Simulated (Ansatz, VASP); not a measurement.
# HgTe (Coloradoite) in VASP and in Ansatz

INCAR

```
SYSTEM = HgTe
PREC = Accurate
ENCUT = 520
EDIFF = 1E-6
ISMEAR = 0
SIGMA = 0.027000000000000003
LREAL = .False.
LASPH = .True.
NELM = 60
ALGO = Normal
ISIF = 2
LWAVE = .False.
LCHARG = .False.
GGA = PE
NBANDS = 16
```

KPOINTS

```
Automatic mesh
0
Gamma
  7 7 7
  0 0 0
```

File POSCAR:

```
HgTe
1.0
    0.0000000000      3.2145000000      3.2145000000
    3.2145000000      0.0000000000      3.2145000000
    3.2145000000      3.2145000000      0.0000000000
Hg Te
1 1
Direct
    0.0000000000      0.0000000000      0.0000000000
    0.7500000000      0.7500000000      0.7500000000
```

File input.yaml:

```yaml
crystal:
  lattice:
    - [0.0, 3.2145, 3.2145]
    - [3.2145, 0.0, 3.2145]
    - [3.2145, 3.2145, 0.0]
  atoms:
    - { symbol: Hg, position: [0.0, 0.0, 0.0] }
    - { symbol: Te, position: [0.75, 0.75, 0.75] }
kpoints:
  mp_grid: { grid: [7, 7, 7] }
scf:
  occupations: { method: gaussian, width: 0.027 }
hamiltonian:
  xc: pbe
  pseudopotentials: { kind: all_electron, lapw: { basis_error: 0.001 } }
output:
  forces: true
  stress: true
  eigenvalues: true
```

Alike in both runs: task single point; functional PBE; k mesh 7 × 7 × 7; occupations gaussian, width 0.027 eV; no spin polarisation.

```csv
,VASP,Ansatz
version,VASP 6.6.1,Ansatz 0.2.0
potentials or method,"VASP PAW PBE potentials, release 64 (Hg, Te)","all-electron LAPW, scalar-relativistic"
plane-wave cutoff (eV),520,see its input
```

|  | VASP | Ansatz | Ansatz less VASP |
| --- | --- | --- | --- |
| gap on the k mesh at the Fermi level (eV) | none | none | - |
| pressure (GPa) | 4.6 | 4.6 | -0.07 |

A gap of «none» marks a metal or a gap that the smearing closes. Ansatz ran all-electron here, so the differences hold the error of VASP's frozen core and of both bases.

The runs have no spin-orbit coupling, so splittings on Hg, Te are missing.
